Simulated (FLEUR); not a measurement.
## 2 ML Co on Pd(111), 3 substrate layers: anisotropy by force theorems

One state of 2 ML Co on Pd(111), 3 substrate layers is converged without symmetry. Force theorems then give its anisotropy.

Calculated with FLEUR MaX-R8.1; PBE; all-electron FLAPW film, Dirac cores, scalar-relativistic bands.

### 1. Starting point

The cell holds 5 atoms: 3 Pd and 2 Co. Cell: a = 2.751 Å, b = 2.751 Å, c = 22.513 Å, α = 90.0°, β = 90.0°, γ = 120.0°. Pseudomorphic film, hard-sphere layer spacings, unrelaxed. Vacuum lies along c.

As a file:

```cif
data_structure
_symmetry_space_group_name_H-M 'P 1'
_symmetry_Int_Tables_number 1
_cell_length_a 2.7506
_cell_length_b 2.7506
_cell_length_c 22.5131
_cell_angle_alpha 90.000
_cell_angle_beta 90.000
_cell_angle_gamma 120.000
_cell_volume 147.51
loop_
_atom_site_label
_atom_site_type_symbol
_atom_site_fract_x
_atom_site_fract_y
_atom_site_fract_z
_atom_site_occupancy
Pd1 Pd 0.00000 0.00000 0.31093 1
Pd2 Pd 0.66667 0.33333 0.41069 1
Pd3 Pd 0.33333 0.66667 0.51045 1
Co4 Co 0.00000 0.00000 0.60331 1
Co5 Co 0.66667 0.33333 0.68907 1
```

### 2. The magnetic state

The force theorems are single passes in this state's potential, so it has to be converged first.

No symmetry is used, so that later steps may turn the spins freely; k and −k are joined. FLEUR takes the sheet as a true film: the images along c are dropped, heights are typed in bohr, and the vacuum on both sides is semi-infinite. inpgen writes inp.xml from crystal.txt; cutoffs, mixing, functional, smearing and local orbitals are then set in the file. The k list scf (kpts.xml, not shown) is a Γ-centred 10×10×1 mesh; where the ranks do not divide the number of points, some are split in two of half the weight.

The input, inp.xml:

```
<?xml version="1.0" encoding="UTF-8" standalone="no"?>
<fleurInput fleurInputVersion="0.39">
   <comment>
      Co2Pd3
   </comment>
   <calculationSetup>
      <cutoffs Kmax="3.66" Gmax="11.0" GmaxXC="11.0" numbands="0"/>
      <scfLoop itmax="150" minDistance="0.00002" maxIterBroyd="15" imix="Anderson" alpha="0.03" precondParam="0.0" spinf="2.0" sdNocoIR="T"/>
      <coreElectrons ctail="F" frcor="F" kcrel="0" coretail_lmax="0"/>
      <xcFunctional name="pbe" relativisticCorrections="F"/>
      <magnetism jspins="2" l_noco="F" l_ss="F">
         <qss>0.0 0.0 0.0</qss>
         <mtNocoParams l_mperp="F" l_mtNocoPot="F" l_relaxSQA="F" mag_mixing_scheme="0" mix_RelaxWeightOffD="1.0" l_constrained="F" mix_constr="1.0"/>
         <sourceFreeMag l_sourceFree="F" l_scaleMag="F" mag_scale="1.0"/>
      </magnetism>
      <soc l_soc="F" theta="0.0" phi="0.0" spav="F"/>
      <expertModes spex="0" secvar="F"/>
      <geometryOptimization l_f="F" forcealpha="1.0" forcemix="BFGS" epsdisp="0.00001" epsforce="0.00001"/>
      <ldaU l_linMix="F" mixParam="0.05" spinf="1.0"/>
   </calculationSetup>
   <cell>
      <bzIntegration valenceElectrons="82.0" mode="hist" fermiSmearingEnergy="0.00183747">
         <kPointListSelection listName="scf"/>
         <xi:include xmlns:xi="http://www.w3.org/2001/XInclude" href="kpts.xml"> </xi:include>
      </bzIntegration>
      <xi:include xmlns:xi="http://www.w3.org/2001/XInclude" href="sym.xml"> </xi:include>
      <filmLattice scale="1.0" dVac="21.83" dTilda="24.33">
         <bravaisMatrixFilm>
            <row-1>    5.1978801593681707     0.0000001204133487</row-1>
            <row-2>   -2.5989401839780708     4.5014962036302819</row-2>
         </bravaisMatrixFilm>
         <vacuumEnergyParameters vacuum="1" spinUp="-.25" spinDown="-.25"/>
         <vacuumEnergyParameters vacuum="2" spinUp="-.25" spinDown="-.25"/>
      </filmLattice>
   </cell>
   <atomSpecies>
      <species name="Palladium (Pd)" element="Pd" atomicNumber="46">
         <mtSphere radius="2.47" gridPoints="817" logIncrement="0.016"/>
         <atomicCutoffs lmax="10" lnonsphr="8"/>
         <electronConfig flipSpins="F">
            <coreConfig>(1s1/2) (2s1/2) (2p1/2) (2p3/2) (3s1/2) (3p1/2) (3p3/2) (4s1/2) (3d3/2) (3d5/2)</coreConfig>
            <valenceConfig>(4p1/2) (4p3/2) (5s1/2) (4d3/2) (4d5/2)</valenceConfig>
            <stateOccupation state="(5s1/2)" spinUp="0.500000" spinDown="0.500000"/>
            <stateOccupation state="(4d3/2)" spinUp="1.800000" spinDown="1.800000"/>
            <stateOccupation state="(4d5/2)" spinUp="2.700000" spinDown="2.700000"/>
         </electronConfig>
         <energyParameters s="5" p="5" d="4" f="4"/>
         <lo type="SCLO" l="1" n="4" eDeriv="0"/>
      </species>
      <species name="Cobalt (Co2.000" element="Co" atomicNumber="27">
         <mtSphere radius="2.24" gridPoints="741" logIncrement="0.016"/>
         <atomicCutoffs lmax="8" lnonsphr="6"/>
         <electronConfig flipSpins="F">
            <coreConfig>(1s1/2) (2s1/2) (2p1/2) (2p3/2)</coreConfig>
            <valenceConfig>(3s1/2) (3p1/2) (3p3/2) (4s1/2) (3d3/2) (3d5/2)</valenceConfig>
            <stateOccupation state="(3d3/2)" spinUp="1.5" spinDown="1.3"/>
            <stateOccupation state="(3d5/2)" spinUp="3.0" spinDown="1.2"/>
         </electronConfig>
         <energyParameters s="4" p="4" d="3" f="4"/>
         <lo type="SCLO" l="0" n="3" eDeriv="0"/>
         <lo type="SCLO" l="1" n="3" eDeriv="0"/>
      </species>
   </atomSpecies>
   <atomGroups>
      <atomGroup species="Palladium (Pd)">
         <filmPos label="                   1">.0000000000 .0000000000 -8.0437307465</filmPos>
         <force calculate="T" relaxXYZ="TTT"/>
         <nocoParams  alpha="0.0" beta="0.0"/>
      </atomGroup>
      <atomGroup species="Palladium (Pd)">
         <filmPos label="                   2">-1.000/3.000 1.000/3.000 -3.7996172671</filmPos>
         <force calculate="T" relaxXYZ="TTT"/>
         <nocoParams  alpha="0.0" beta="0.0"/>
      </atomGroup>
      <atomGroup species="Palladium (Pd)">
         <filmPos label="                   3">1.000/3.000 -1.000/3.000 .4445387559</filmPos>
         <force calculate="T" relaxXYZ="TTT"/>
         <nocoParams  alpha="0.0" beta="0.0"/>
      </atomGroup>
      <atomGroup species="Cobalt (Co2.000">
         <filmPos label="                   4">.0000000000 .0000000000 4.3950158592</filmPos>
         <force calculate="T" relaxXYZ="TTT"/>
         <nocoParams  alpha="0.0" beta="0.0"/>
      </atomGroup>
      <atomGroup species="Cobalt (Co2.000">
         <filmPos label="                   5">-1.000/3.000 1.000/3.000 8.0437307465</filmPos>
         <force calculate="T" relaxXYZ="TTT"/>
         <nocoParams  alpha="0.0" beta="0.0"/>
      </atomGroup>
   </atomGroups>
   <output dos="F" band="F" slice="F">
      <bandDOS minEnergy="-.5*Htr" maxEnergy="0.5*Htr" sigma="0.015" storeEVData="T"/>
      <plotting iplot="0" polar="F">
         <plot TwoD="T" vec1="  1.0  0.0  0.0" vec2="  0.0  1.0  0.0" vec3="  0.0  0.0  1.0" zero="  0.0  0.0 -0.5" file="plot"/>
      </plotting>
      <moessbauerParams electricFieldGradient="F" isomerShift="F" coreHyperfine="F" valenceHyperfine="F"/>
   </output>
</fleurInput>
```

The input, crystal.txt:

```
Co2Pd3
&input film=T cartesian=F /
2.75059972538  0.00000006372  0.00000000000
-1.37529991788  2.38208920596  0.00000000000
0.00000000000  0.00000000000  1.00000000000
1.8897261246
1.0 1.0 1.0

5
46 0.00000000000  0.00000000000  -8.04373074645
46 0.66666666667  0.33333333333  -3.79961726713
46 0.33333333333  0.66666666667  0.44453875586
27 0.00000000000  0.00000000000  4.39501585917 : 2.000
27 0.66666666667  0.33333333333  8.04373074645 : 2.000

&kpt div1=10 div2=10 div3=1 gamma=T /
```

Started as:

```console
> OMP_NUM_THREADS=1 inpgen -f crystal.txt -nosym -noco > inpgen.log  # inp.xml is then edited as shown
> OMP_NUM_THREADS=1 mpirun -n 4 fleur_MPI > fleur.log
```

The program printed:

```text
Welcome to FLEUR        (www.flapw.de)
      MaX-Release 8.1          (www.max-centre.eu)

 ========== k-point set info ==========
 Selected k-point list: scf
 k-point list type: mesh
 0 x 0 x 0
 Number of k points: 52

 ------------Calculation Setup---------------------------
 Number of MPI-tasks      :            4
 Number of PE/node        :            4
 Number of OMP-threads    :            1
 k-points in parallel     :            4
 pe's per k-point         :            1
 No of k-point loops      :           13
 Eigenvalue solver        :       lapack
 Number of basis functions:          513
 Approximate size of matrices (H+S) per k-point:         0.008 GB
 --------------------------------------------------------
 Iteration:     1   Distance:      59.59436656 me/bohr^3
 Iteration:     2   Distance:     122.81335113 me/bohr^3
 Iteration:     3   Distance:      43.02246657 me/bohr^3
 Iteration:     4   Distance:      53.85733679 me/bohr^3
 Iteration:     5   Distance:      51.17427248 me/bohr^3
 Iteration:     6   Distance:      27.08137886 me/bohr^3
 Iteration:     7   Distance:      59.89646801 me/bohr^3
 Iteration:     8   Distance:      50.97294964 me/bohr^3
 Iteration:     9   Distance:      56.80908212 me/bohr^3
 Iteration:    10   Distance:      52.40335358 me/bohr^3
[... 74 iterations left out ...]
 Iteration:    85   Distance:       0.00012379 me/bohr^3
 Iteration:    86   Distance:       0.00031336 me/bohr^3
 Iteration:    87   Distance:       0.00012935 me/bohr^3
 Iteration:    88   Distance:       0.00009244 me/bohr^3
 Iteration:    89   Distance:       0.00009649 me/bohr^3
 Iteration:    90   Distance:       0.00005278 me/bohr^3
 Iteration:    91   Distance:       0.00005249 me/bohr^3
 Iteration:    92   Distance:       0.00008872 me/bohr^3
 Iteration:    93   Distance:       0.00003458 me/bohr^3
 Iteration:    94   Distance:       0.00001851 me/bohr^3

 ********************************************************************
 Run finished successfully
 Stop message:
   all done
 ********************************************************************

--- out.xml (last complete iteration) ---
<iteration numberForCurrentRun="   94" overallNumber="   94">
         [... left out ...]
         <bandgap value="0.0051020969" units="eV"/>
         <sumValenceSingleParticleEnergies value="-90.4913910118" units="Htr"/>
         <FermiEnergy value="-0.1669930097" units="Htr"/>
         <valenceDensity>
            <mtCharges spin="1">
               <mtCharge atomType="1" total="7.4631072" s="0.1757540" p="3.0997192" d="4.1677955" f="0.0149393"/>
               <mtCharge atomType="2" total="7.5324447" s="0.1777306" p="3.1369565" d="4.1905629" f="0.0206675"/>
               <mtCharge atomType="3" total="7.5775292" s="0.1870091" p="3.1434128" d="4.2203993" f="0.0202494"/>
               <mtCharge atomType="4" total="8.8343435" s="1.1736962" p="3.1307946" d="4.5188967" f="0.0084597"/>
               <mtCharge atomType="5" total="8.7722456" s="1.1733898" p="3.0893107" d="4.5031962" f="0.0048564"/>
            </mtCharges>
            <mtCharges spin="2">
               <mtCharge atomType="1" total="7.2694717" s="0.1735885" p="3.1009949" d="3.9753514" f="0.0147654"/>
               <mtCharge atomType="2" total="7.2795125" s="0.1804265" p="3.1413375" d="3.9307232" f="0.0206813"/>
               <mtCharge atomType="3" total="7.2660066" s="0.1928284" p="3.1542531" d="3.8925529" f="0.0203566"/>
               <mtCharge atomType="4" total="6.8562927" s="1.1755000" p="3.1527235" d="2.5170730" f="0.0086677"/>
               <mtCharge atomType="5" total="6.8466608" s="1.1748634" p="3.1165121" d="2.5489787" f="0.0050198"/>
            </mtCharges>
            <spinDependentCharge spin="1" total="43.2507609" interstitial="2.9874538" mtSpheres="40.1796702" vacuum1="0.0396608" vacuum2="0.0439760"/>
            <spinDependentCharge spin="2" total="38.7492394" interstitial="3.1521299" mtSpheres="35.5179443" vacuum1="0.0374090" vacuum2="0.0417563"/>
            <totalCharge value="82.0000002439"/>
         </valenceDensity>
         [... left out ...]
         <allElectronCharges>
            <spinDependentCharge spin="1" total="98.2507609" interstitial="2.9894492" mtSpheres="95.1776748" vacuum1="0.0396608" vacuum2="0.0439760"/>
            <spinDependentCharge spin="2" total="93.7492394" interstitial="3.1541410" mtSpheres="90.5159332" vacuum1="0.0374090" vacuum2="0.0417563"/>
            <totalCharge value="192.0000002574"/>
         </allElectronCharges>
         <magneticMomentsInMTSpheres units="muBohr">
            <globalMagMoment atomType="1" vec="0.00000   0.00000   0.19364"/>
            <localMagMoment atomType="1" vec="0.00000   0.00000   0.19364"/>
            <globalMagMoment atomType="2" vec="0.00000   0.00000   0.25294"/>
            <localMagMoment atomType="2" vec="0.00000   0.00000   0.25294"/>
            <globalMagMoment atomType="3" vec="0.00000   0.00000   0.31153"/>
            <localMagMoment atomType="3" vec="0.00000   0.00000   0.31153"/>
            <globalMagMoment atomType="4" vec="0.00000   0.00000   1.97805"/>
            <localMagMoment atomType="4" vec="0.00000   0.00000   1.97805"/>
            <globalMagMoment atomType="5" vec="0.00000   0.00000   1.92558"/>
            <localMagMoment atomType="5" vec="0.00000   0.00000   1.92558"/>
         </magneticMomentsInMTSpheres>
         <moessbauerParams unitsHFF="kG" unitsIS="e/bohr^3" unitsEFG="Htr/bohr^2">
         </moessbauerParams>
         <totalEnergy value="   -17928.0306280332" units="Htr">
            <sumOfEigenvalues value="   -10742.7314664741">
               <coreElectrons value="-10652.2400754623"/>
               <valenceElectrons value="-90.4913910118"/>
            </sumOfEigenvalues>
            <densityCoulombPotentialIntegral value="-28664.6914374888"/>
            <densityEffectivePotentialIntegral value="-29383.8419047117"/>
            <chargeDenXCDenIntegral value="-551.8797240701"/>
            <FockExchangeEnergyValence value="0.0000000000"/>
            <FockExchangeEnergyCore value="0.0000000000"/>
            <atomTypeDependentContributions atomType="1">
               <electronNucleiInteractionDifferentMTs value="6105.5307264044"/>
               <MadelungTerm value="-8.7397847904"/>
            </atomTypeDependentContributions>
            <atomTypeDependentContributions atomType="2">
               <electronNucleiInteractionDifferentMTs value="6106.3021923388"/>
               <MadelungTerm value="-7.7068053448"/>
            </atomTypeDependentContributions>
            <atomTypeDependentContributions atomType="3">
               <electronNucleiInteractionDifferentMTs value="6106.5756098666"/>
               <MadelungTerm value="-7.2209977402"/>
            </atomTypeDependentContributions>
            <atomTypeDependentContributions atomType="4">
               <electronNucleiInteractionDifferentMTs value="1665.9789236248"/>
               <MadelungTerm value="-5.3881697973"/>
            </atomTypeDependentContributions>
            <atomTypeDependentContributions atomType="5">
               <electronNucleiInteractionDifferentMTs value="1665.5690705103"/>
               <MadelungTerm value="-5.9033430389"/>
            </atomTypeDependentContributions>
            <tkbTimesEntropy value="0.0022365490"/>
            <freeEnergy value="-17928.0328645822"/>
            <extrapolationTo0K value="-17928.0317463077"/>
         </totalEnergy>
         <densityConvergence units="me/bohr^3">
            <chargeDensity spin="1" distance="0.0000111196"/>
            <chargeDensity spin="2" distance="0.0000114323"/>
            <overallChargeDensity distance="0.0000128910"/>
            <spinDensity distance="0.0000185069"/>
         </densityConvergence>
      </iteration>
```

The job ended after 17 min (4 MPI ranks of Arm Neoverse V1, shared host; peak memory 1.2 GiB).

Spin moment in the muffin-tin sphere by atom:

| atom | spin moment in the muffin-tin sphere (μB) |
| --- | --- |
| Pd1 | 0.19 |
| Pd2 | 0.25 |
| Pd3 | 0.31 |
| Co4 | 1.98 |
| Co5 | 1.93 |

Read from the output:

```
free energy                                                       : -487846.6269 eV
program's band gap on this mesh (in a metal only a level spacing) : 0.005102 eV
magnetization                                                     : 4.502 μB
final state                                                       : ferromagnetic
```

After 94 cycles the largest moment stands at 1.98 μB.

### 3. Energy against the direction of the moments, rung 1

Anisotropy is a small difference, so it is taken from sums over occupied states at a frozen potential, where most errors cancel.

One pass with spin–orbit coupling for each direction, from the saved density. The k list mae (kpts.xml, not shown) is a Γ-centred 17×17×1 mesh.

Edit inp.xml of step 2 so:

```diff
@@ -6,4 +6,4 @@
    <calculationSetup>
-      <cutoffs Kmax="3.66" Gmax="11.0" GmaxXC="11.0" numbands="0"/>
-      <scfLoop itmax="150" minDistance="0.00002" maxIterBroyd="15" imix="Anderson" alpha="0.03" precondParam="0.0" spinf="2.0" sdNocoIR="T"/>
+      <cutoffs Kmax="3.66" Gmax="11.0" GmaxXC="11.0" numbands="162"/>
+      <scfLoop itmax="1" minDistance="0.00002" maxIterBroyd="15" imix="Anderson" alpha="0.03" precondParam="0.0" spinf="2.0" sdNocoIR="T"/>
       <coreElectrons ctail="F" frcor="F" kcrel="0" coretail_lmax="0"/>
@@ -15,3 +15,3 @@
       </magnetism>
-      <soc l_soc="F" theta="0.0" phi="0.0" spav="F"/>
+      <soc l_soc="T" theta="0.0" phi="0.0" spav="F"/>
       <expertModes spex="0" secvar="F"/>
@@ -22,3 +22,3 @@
       <bzIntegration valenceElectrons="82.0" mode="hist" fermiSmearingEnergy="0.00183747">
-         <kPointListSelection listName="scf"/>
+         <kPointListSelection listName="mae"/>
          <xi:include xmlns:xi="http://www.w3.org/2001/XInclude" href="kpts.xml"> </xi:include>
@@ -97,2 +97,5 @@
    </output>
+   <forceTheorem>
+      <MAE theta="0.0 1.5707963 1.5707963" phi="0.0 0.0 1.5707963"/>
+   </forceTheorem>
 </fleurInput>
```

Started as:

```console
> OMP_NUM_THREADS=1 mpirun -n 4 fleur_MPI -warn_only > fleur.log
```

The program printed:

```text
[banner, memory and clock lines left out]
Welcome to FLEUR        (www.flapw.de)
      MaX-Release 8.1          (www.max-centre.eu)

 ========== k-point set info ==========
 Selected k-point list: mae
 k-point list type: mesh
 0 x 0 x 0
 Number of k points: 292

 [... set-up left out ...]
 ********************************************************************
 Run finished successfully
 Stop message:
   Forcetheorem MAE
 ********************************************************************

--- out.xml (force theorem) ---
<Forcetheorem_MAE Angles="3" units="Htr">
            <Angle theta="0.0000000" phi="0.0000000" ev-sum="-90.506365211"/>
            <Angle theta="1.5707963" phi="0.0000000" ev-sum="-90.506353673"/>
            <Angle theta="1.5707963" phi="1.5707963" ev-sum="-90.506353788"/>
         </Forcetheorem_MAE>
```

Run time: 4.1 min. Hardware: 4 MPI ranks; peak memory 2.1 GiB.

Anisotropy energies, by row:

| axis | x | y | z | band energy less the first axis' (meV a cell) |
| --- | --- | --- | --- | --- |
| z | 0 | 0 | 1 | 0 |
| x | 1 | 0 | 0 | 0.314 |
| y | 0 | 1 | 0 | 0.3108 |

Shape anisotropy is not in these numbers.

### 4. Anisotropy by the force theorem, rung 2

A second rung shows how far the first can be trusted.

The k list mae (kpts.xml, not shown) is a Γ-centred 27×27×1 mesh.

inp.xml is that of step 3.

The program printed:

```text
[banner, memory and clock lines left out]
Welcome to FLEUR        (www.flapw.de)
      MaX-Release 8.1          (www.max-centre.eu)

 ========== k-point set info ==========
 Selected k-point list: mae
 k-point list type: mesh
 0 x 0 x 0
 Number of k points: 732

 [... set-up left out ...]
 ********************************************************************
 Run finished successfully
 Stop message:
   Forcetheorem MAE
 ********************************************************************

--- out.xml (force theorem) ---
<Forcetheorem_MAE Angles="3" units="Htr">
            <Angle theta="0.0000000" phi="0.0000000" ev-sum="-90.506068175"/>
            <Angle theta="1.5707963" phi="0.0000000" ev-sum="-90.506058365"/>
            <Angle theta="1.5707963" phi="1.5707963" ev-sum="-90.506058354"/>
         </Forcetheorem_MAE>
```

The job ended after 10 min (4 MPI ranks; peak memory 4.4 GiB).

Anisotropy energies, by row:

| axis | x | y | z | band energy less the first axis' (meV a cell) |
| --- | --- | --- | --- | --- |
| z | 0 | 0 | 1 | 0 |
| x | 1 | 0 | 0 | 0.2669 |
| y | 0 | 1 | 0 | 0.2672 |

(Continued in part 2 of 2.)

[Logs and program files are shortened in this print: banners, set-up blocks, solver, clock and traceback lines can be left out without a mark of their own.]

[Logs are printed without paths, hosts, clocks, repeated set-up lines and the standing remarks that a program may print on its own settings, such as how far it seeks lower states.]

[Hosts, paths, dates, database ids (printed as entryN), source tags and the programs' standing remarks are cut or masked in the printed files.]

[Where a cell is said to come from a database of computed structures, the database is the Materials Project.]
